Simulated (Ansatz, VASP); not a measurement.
Al in VASP and in Ansatz

```
Al
1.0
    -1.35478    1.35478    2.12131
     1.35478   -1.35478    2.12131
     1.35478    1.35478   -2.12131
Al
1
Cartesian
  0.0000 0.0000 0.0000
```

Alike in both runs: task single point; functional PBE; k mesh 22 × 22 × 22; occupations gaussian, width 0.15 eV; no spin polarisation.

|  | VASP | Ansatz |
| --- | --- | --- |
| version | VASP 6.6.1 | Ansatz 0.2.0 |
| potentials or method | VASP PAW PBE potentials, release 64 (Al) | scalar-relativistic, plane waves, PAW |
| plane-wave cutoff (eV) | 520 | 420 |
| valence electrons in the cell | 3 | 3 |

Ansatz gave:

| Item | Value |
| --- | --- |
| gap on the k mesh at the Fermi level (eV) | none |
| pressure (GPa) | 6.0 |
| largest component of the traceless stress (GPa) | 5.19 |

**Question.** What did VASP give for the same quantities?

**Answer.** gap on the k mesh at the Fermi level (eV): none; pressure (GPa): 5.9; largest component of the traceless stress (GPa): 5.18.

A gap of «none» marks a metal or a gap that the smearing closes.
